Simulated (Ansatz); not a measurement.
# Te: the cost of one run

Program: Ansatz 0.2.0. Level of theory: DFT LDA, scalar-relativistic. These are calculated values, not measurements.

### 1 The starting structure

It takes space group C2/m (No. 12, monoclinic). The conventional cell has a = 8.468 Å, b = 4.742 Å, c = 3.959 Å, α = 90.00°, β = 91.89°, γ = 90.00°. Te (site symmetry m) has 6 Te at 2.99 to 3.25 Å as nearest neighbours. Te (site symmetry 2/m) has 6 Te at 2.99 to 3.10 Å as nearest neighbours.

Cell or atoms stand a little off a more symmetric structure (R-3m at a tolerance of 0.3 Å), so results at this geometry aren't those of that ideal crystal.

Coordinates:

```xyz
3
Lattice="4.2341 -2.3712 0.0000 4.2341 2.3712 0.0000 -0.1305 0.0000 3.9573" Properties=species:S:1:pos:R:3 pbc="T T T"
Te    5.6364    0.0000    2.6712
Te    2.7013    0.0000    1.2861
Te    0.0000    0.0000    0.0000
```

Atoms are numbered in the order of the input: Te1, Te2, Te3.

### 2 The deformed structure

Space group C2/m before, C2/m after.

### 3 Full-potential LAPW

Contents of input.yaml:

```yaml
crystal:
  lattice:
    - [4.2341, -2.3712, 0.0]
    - [4.2341, 2.3712, 0.0]
    - [-0.13045, 0.0, 4.036497]
  atoms:
    - { symbol: Te, position: [0.676, 0.676, 0.675] }
    - { symbol: Te, position: [0.324, 0.324, 0.325] }
    - { symbol: Te, position: [0.0, 0.0, 0.0] }
kpoints:
  mp_grid: { grid: [8, 8, 8] }
  band_path:
    path:
      - [0.0, 0.0, 0.0]
      - [-0.3284887681, 0.3284887681, 0.0]
      - [-0.6715112319, -0.3284887681, 0.0]
      - [-0.5, -0.5, 0.0]
      - [0.0, 0.0, 0.0]
      - [-0.5, -0.5, 0.5]
      - [-0.6768271721, -0.3231728279, 0.5]
      - [-0.3231728279, 0.3231728279, 0.5]
      - [0.0, 0.0, 0.5]
    npoints: 5
scf:
  occupations: { method: fermi_dirac, width: 0.05 }
hamiltonian:
  xc: lda
  pseudopotentials: { kind: all_electron, lapw: { basis_error: 0.001 } }
output:
  forces: true
  stress: true
  eigenvalues: true
```

Launch:

```console
$ ansatz run input.yaml --threads 1 --pin off --max-ram 6144MiB --backend cpu --events-out ev --progress --plain --runs-dir out
```

What time and memory should one allow on 1 thread of AMD EPYC 9R45 (Zen 5), shared host?

About 26 s, with a peak of 0.79 GiB.
